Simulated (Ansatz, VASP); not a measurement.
AlN: VASP beside Ansatz

Contents of INCAR:

```
SYSTEM = AlN
  ALGO = Fast
  EDIFF = 1E-7
  EDIFFG = -0.002
  ENCUT = 600
  GGA = PE
  IBRION = 2
  ISIF = 3
  ISMEAR = 0
  LASPH = .TRUE.
  LCHARG = .FALSE.
  LREAL = .FALSE.
  LWAVE = .FALSE.
  NELM = 100
  NSW = 100
  PREC = Accurate
  SIGMA = 0.02
```

The input KPOINTS:

```
k-points
0
G
  9 9 6
  0 0 0
```

POSCAR

```
AlN
1.0
    3.3121157400      0.0000000000      0.0000000000
   -1.6560578700      2.8683763700      0.0000000000
    0.0000000000      0.0000000000      4.1875630000
Al N
2 2
Direct
    0.3333333300      0.6666666700      0.7500000000
    0.6666666700      0.3333333300      0.2500000000
    0.3333333300      0.6666666700      0.2500000000
    0.6666666700      0.3333333300      0.7500000000
```

Input for Ansatz:

```yaml
crystal:
  lattice:
    - [3.31211574, 0.0, 0.0]
    - [-1.65605787, 2.86837637, 0.0]
    - [0.0, 0.0, 4.187563]
  atoms:
    - { symbol: Al, position: [0.33333333, 0.66666667, 0.75] }
    - { symbol: Al, position: [0.66666667, 0.33333333, 0.25] }
    - { symbol: "N", position: [0.33333333, 0.66666667, 0.25] }
    - { symbol: "N", position: [0.66666667, 0.33333333, 0.75] }
basis:
  ecutwfc: 420
kpoints:
  mp_grid: { grid: [9, 9, 6] }
hamiltonian:
  xc: pbe
  pseudopotentials: { kind: paw, azcp: { folder: soft_1 } }
scf:
  occupations: { method: gaussian, width: 0.02 }
output:
  forces: true
  stress: true
  eigenvalues: true
  write_density: true
  write_potential: true
  elf: true
  volumetric_format: npy
relax:
  adjacent_minimum: "off"
  f_tol: 0.002
  max_steps: 80
  cell: { stress_tol: 0.02 }
```

Measurements of this composition are mostly on another form, of space group No. 186.

Alike in both runs: task relaxation of cell and atoms; functional PBE; k mesh 9 × 9 × 6; occupations gaussian, width 0.02 eV; no spin polarisation.

```csv
,VASP,Ansatz
version,VASP 6.6.1,Ansatz 0.2.0
potentials or method,"VASP PAW PBE potentials, release 64 (Al, N)","scalar-relativistic, plane waves, PAW"
plane-wave cutoff (eV),600,420
valence electrons in the cell,16,16
```

Ansatz gave:

* gap on the k mesh at the Fermi level, each at its own relaxed structure (eV): 3.26
* relaxed volume (Å³/atom): 9.95
* relaxed cell length with the largest relative difference (Å): 3.314

**Question.** Estimate VASP's values.

**Answer.** gap on the k mesh at the Fermi level, each at its own relaxed structure (eV): 3.27; relaxed volume (Å³/atom): 9.94; relaxed cell length with the largest relative difference (Å): 3.311.

PBE gaps usually lie below the measured ones, often by a third to a half.
